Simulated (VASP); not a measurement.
# Ge (Fd-3m) in VASP: a series of runs, part 3 of 3

VASP 6.6.1.

## 4. Band structure, r2SCAN, spin-orbit coupling, no magnetisation

INCAR

```
PREC = Accurate ; ENCUT = 520
EDIFF = 1E-6 ; ISMEAR = -1
SIGMA = 0.05 ; LREAL = False
LASPH = True ; NELM = 100
ALGO = Normal ; ISIF = 2
LWAVE = False ; LCHARG = False
LNONCOLLINEAR = True ; MAGMOM = 0 0 0 0 0 0
LORBIT = 11 ; LSORBIT = True
GGA_COMPAT = False ; METAGGA = R2SCAN
LMIXTAU = True
```

KPOINTS

```
Automatic mesh
0
Gamma
  6 6 6
```

POSCAR

```
Ge
1.0
    0.0000000000      2.8289100000      2.8289100000
    2.8289100000      0.0000000000      2.8289100000
    2.8289100000      2.8289100000      0.0000000000
Ge
2
Direct
    0.7500000000      0.7500000000      0.7500000000
    0.5000000000      0.5000000000      0.5000000000
```

KPOINTS_OPT

```
path GXWKGLUWLK,UX
15
line-mode
reciprocal
 0.0000000000  0.0000000000  0.0000000000  G
 0.5000000000  0.0000000000  0.5000000000  X

 0.5000000000  0.0000000000  0.5000000000  X
 0.5000000000  0.2500000000  0.7500000000  W

 0.5000000000  0.2500000000  0.7500000000  W
 0.3750000000  0.3750000000  0.7500000000  K

 0.3750000000  0.3750000000  0.7500000000  K
 0.0000000000  0.0000000000  0.0000000000  G

 0.0000000000  0.0000000000  0.0000000000  G
 0.5000000000  0.5000000000  0.5000000000  L

 0.5000000000  0.5000000000  0.5000000000  L
 0.6250000000  0.2500000000  0.6250000000  U

 0.6250000000  0.2500000000  0.6250000000  U
 0.5000000000  0.2500000000  0.7500000000  W

 0.5000000000  0.2500000000  0.7500000000  W
 0.5000000000  0.5000000000  0.5000000000  L

 0.5000000000  0.5000000000  0.5000000000  L
 0.3750000000  0.3750000000  0.7500000000  K

 0.6250000000  0.2500000000  0.6250000000  U
 0.5000000000  0.0000000000  0.5000000000  X
```

Potentials or basis: VASP PAW PBE potentials, release 64 (Ge_d).

Run with:

```bash
cat potpaw_PBE.64/Ge_d/POTCAR > POTCAR
mpirun -np 1 vasp_ncl > vasp.out
```

OUTCAR:

```text
PREC = Accurate
   ENCUT = 520
   EDIFF = 1E-6
   ISMEAR = -1
   LREAL = False
   LASPH = True
   NELM = 100
   ISIF = 2
   LNONCOLLINEAR = True
   LORBIT = 11
   LSORBIT = True
   METAGGA = R2SCAN

 ion  position               nearest neighbor table
   1  0.750  0.750  0.750-   2 2.45   2 2.45   2 2.45   2 2.45
   2  0.500  0.500  0.500-   1 2.45   1 2.45   1 2.45   1 2.45

  LATTYP: Found a face centered cubic cell.
 ALAT       =     5.6578200000

  Lattice vectors:

 A1 = (   0.0000000000,   2.8289100000,   2.8289100000)
 A2 = (   2.8289100000,   0.0000000000,   2.8289100000)
 A3 = (   2.8289100000,   2.8289100000,   0.0000000000)

Analysis of symmetry for initial positions (statically):
=====================================================================
 Subroutine PRICEL returns:
 Original cell was already a primitive cell.

 Routine SETGRP: Setting up the symmetry group for a
 face centered cubic supercell.

 Subroutine GETGRP returns: Found 48 space group operations
 (whereof 24 operations were pure point group operations)
 out of a pool of 48 trial point group operations.

The static configuration has the point symmetry T_d .
 The point group associated with its full space group is O_h .

Analysis of symmetry for dynamics (positions and initial velocities):
=====================================================================
 Subroutine PRICEL returns:
 Original cell was already a primitive cell.

 Routine SETGRP: Setting up the symmetry group for a
 face centered cubic supercell.

 Subroutine GETGRP returns: Found 48 space group operations
 (whereof 24 operations were pure point group operations)
 out of a pool of 48 trial point group operations.

[... 812 lines left out ...]
 -----------------------------------------------------------------------------------
      4.24336      4.24336      4.24336        -0.000000      0.000000      0.000000
      2.82891      2.82891      2.82891         0.000000     -0.000000     -0.000000
 -----------------------------------------------------------------------------------
    total drift:                                0.000000      0.000000      0.000000

  FREE ENERGIE OF THE ION-ELECTRON SYSTEM (eV)
  ---------------------------------------------------
  free  energy   TOTEN  =       -27.7213498162 eV

  energy  without entropy=      -27.7209192433  energy(sigma->0) =      -27.72113453

 Spin-Orbit-Coupling matrix elements

 Ion:    1  E_soc:     -0.0172962
 l=   1
     0.0000000    -0.0019583    -0.0019583
    -0.0019583     0.0000000    -0.0019583
    -0.0019583    -0.0019583     0.0000000
 l=   2
     0.0000000    -0.0001857     0.0000000    -0.0001857    -0.0007387
    -0.0001857     0.0000000    -0.0005540    -0.0001857    -0.0001847
     0.0000000    -0.0005540     0.0000000    -0.0005540     0.0000000
    -0.0001857    -0.0001857    -0.0005540     0.0000000    -0.0001847
    -0.0007387    -0.0001847     0.0000000    -0.0001847     0.0000000
 l=   3
     0.0000000     0.0000000     0.0000000     0.0000000     0.0000000     0.0000000     0.0000000
     0.0000000     0.0000000     0.0000000     0.0000000     0.0000000     0.0000000     0.0000000
     0.0000000     0.0000000     0.0000000     0.0000000     0.0000000     0.0000000     0.0000000
     0.0000000     0.0000000     0.0000000     0.0000000     0.0000000     0.0000000     0.0000000
     0.0000000     0.0000000     0.0000000     0.0000000     0.0000000     0.0000000     0.0000000
     0.0000000     0.0000000     0.0000000     0.0000000     0.0000000     0.0000000     0.0000000
     0.0000000     0.0000000     0.0000000     0.0000000     0.0000000     0.0000000     0.0000000

 Ion:    2  E_soc:     -0.0172962
 l=   1
     0.0000000    -0.0019583    -0.0019583
    -0.0019583     0.0000000    -0.0019583
    -0.0019583    -0.0019583     0.0000000
 l=   2
     0.0000000    -0.0001857     0.0000000    -0.0001857    -0.0007387
    -0.0001857     0.0000000    -0.0005540    -0.0001857    -0.0001847
     0.0000000    -0.0005540     0.0000000    -0.0005540     0.0000000
    -0.0001857    -0.0001857    -0.0005540     0.0000000    -0.0001847
    -0.0007387    -0.0001847     0.0000000    -0.0001847     0.0000000
 l=   3
     0.0000000     0.0000000     0.0000000     0.0000000     0.0000000     0.0000000     0.0000000
     0.0000000     0.0000000     0.0000000     0.0000000     0.0000000     0.0000000     0.0000000
     0.0000000     0.0000000     0.0000000     0.0000000     0.0000000     0.0000000     0.0000000
     0.0000000     0.0000000     0.0000000     0.0000000     0.0000000     0.0000000     0.0000000
     0.0000000     0.0000000     0.0000000     0.0000000     0.0000000     0.0000000     0.0000000
     0.0000000     0.0000000     0.0000000     0.0000000     0.0000000     0.0000000     0.0000000
     0.0000000     0.0000000     0.0000000     0.0000000     0.0000000     0.0000000     0.0000000

 total charge

# of ion       s       p       d       tot
------------------------------------------
    1        1.098   1.299  10.023  12.420
    2        1.098   1.299  10.023  12.420
--------------------------------------------------
tot          2.196   2.598  20.046  24.840

 magnetization (x)

# of ion       s       p       d       tot
------------------------------------------
    1        0.000  -0.000  -0.000  -0.000
    2        0.000  -0.000   0.000  -0.000
--------------------------------------------------
tot          0.000  -0.000  -0.000  -0.000

 magnetization (y)

# of ion       s       p       d       tot
------------------------------------------
    1        0.000  -0.000  -0.000  -0.000
    2        0.000  -0.000   0.000  -0.000
--------------------------------------------------
tot          0.000  -0.000   0.000  -0.000

 magnetization (z)

# of ion       s       p       d       tot
------------------------------------------
    1       -0.000   0.000  -0.000   0.000
    2       -0.000   0.000   0.000   0.000
--------------------------------------------------
tot         -0.000   0.000   0.000   0.000
```

Run time: 21 min. Hardware: 1 thread of Intel Xeon Platinum 8559C (Emerald Rapids), shared host; peak memory 0.35 GiB.

Results:

| Item | Value |
| --- | --- |
| Free energy | -27.7213 eV |
| Pressure | 0.6 GPa |
| Valence electrons inside the program's atomic spheres | Ge 12.42 |

Caveat: the PAW data sets were made with another functional, which shifts forces and pressure a little.

## 5. Band structure, SCAN

INCAR

```
SYSTEM = Ge
  PREC = Accurate
  ENCUT = 520
  EDIFF = 1E-6
  ISMEAR = -1
  SIGMA = 0.05
  LREAL = .FALSE.
  LASPH = .TRUE.
  NELM = 100
  ALGO = Normal
  ISIF = 2
  LWAVE = .FALSE.
  LCHARG = .FALSE.
  METAGGA = SCAN
  LMIXTAU = .TRUE.
```

KPOINTS

```
Automatic mesh
0
G
  8 8 8
  0 0 0
```

POSCAR is that of step 4.

KPOINTS_OPT is that of step 4.

Run with:

```bash
cat potpaw_PBE.64/Ge_d/POTCAR > POTCAR
mpirun -np 1 vasp_std > vasp.out
```

It took 4.8 min on 1 thread of Intel Xeon Platinum 8559C (Emerald Rapids), shared host; peak memory 0.18 GiB.

It converged, with:

* Free energy: -38.1050 eV
* Pressure: 0.2 GPa
* Band gap on the k mesh: 0.17 eV, direct
* Band gap along the path: 0.17 eV, direct

Levels at the corners of the path, in eV from the valence-band top:
```csv
point,band 12,band 13,band 14,band 15,band 16,band 17
Γ,0.00,0.00,0.00,0.17,2.72,2.72
X,-9.21,-3.18,-3.18,0.91,0.91,9.95
X,-9.21,-3.18,-3.18,0.91,0.91,9.95
W,-9.11,-4.02,-4.02,4.60,4.60,5.00
W,-9.11,-4.02,-4.02,4.60,4.60,5.00
K,-8.59,-4.46,-2.73,1.33,4.35,7.58
K,-8.59,-4.46,-2.73,1.33,4.35,7.58
Γ,0.00,0.00,0.00,0.17,2.72,2.72
Γ,0.00,0.00,0.00,0.17,2.72,2.72
L,-7.85,-1.46,-1.46,0.32,3.99,3.99
L,-7.85,-1.46,-1.46,0.32,3.99,3.99
U,-8.59,-4.46,-2.73,1.33,4.35,7.58
U,-8.59,-4.46,-2.73,1.33,4.35,7.58
W,-9.11,-4.02,-4.02,4.60,4.60,5.00
W,-9.11,-4.02,-4.02,4.60,4.60,5.00
L,-7.85,-1.46,-1.46,0.32,3.99,3.99
L,-7.85,-1.46,-1.46,0.32,3.99,3.99
K,-8.59,-4.46,-2.73,1.33,4.35,7.58
U,-8.59,-4.46,-2.73,1.33,4.35,7.58
X,-9.21,-3.18,-3.18,0.91,0.91,9.95
```

Caveat: the PAW data sets were made with another functional, which shifts forces and pressure a little.

## 6. Overview

```tsv
task	level	spin	cell	k mesh	cutoff (eV)	ions in elastic constants	gap on the mesh (eV)	pressure (GPa)
elastic constants	PBEsol	off	relaxed	6 × 6 × 6	600	relaxed	-	-
band structure	r2SCAN	off	as given	8 × 8 × 8	520	-	0.40	0.6
band structure	r2SCAN	SOC, no magnetisation	as given	6 × 6 × 6	520	-	-	0.6
band structure	SCAN	off	as given	8 × 8 × 8	520	-	0.17	0.2
```

Alike in all rows: potentials or basis VASP PAW PBE potentials, release 64 (Ge_d); smearing fermi-dirac 0.05 eV.

The pressure there spans 0.2 GPa (SCAN) to 0.6 GPa (r2SCAN); a positive pressure means that this level wants a larger cell, a negative one a smaller.

Caveats: the PAW data sets were made with another functional, which shifts forces and pressure a little.

Absolute energies hang on the potentials; compare differences alone.

## 7. Against experiment

Step 3. Against the measured gap of Ge, 0.744 eV (indirect; 0 K; “Temperature-dependent photoluminescence in Ge: experiment and theory”, 2020, arxiv:2003.00143), the calculated 0.40 eV is off by -0.34 eV. 3 values of this kind are on record (0.666 to 0.807 eV); this one was drawn at random among those near their median. Spin-orbit coupling on Ge is left out. The value is that of r2SCAN, without temperature or zero-point motion.

Step 5. Against the measured gap of Ge, 0.744 eV (indirect; 0 K; “Temperature-dependent photoluminescence in Ge: experiment and theory”, 2020, arxiv:2003.00143), the calculated 0.17 eV is off by -0.58 eV. 3 values of this kind are on record (0.666 to 0.807 eV); this one was drawn at random among those near their median. Spin-orbit coupling on Ge is left out. The value is that of SCAN, without temperature or zero-point motion.
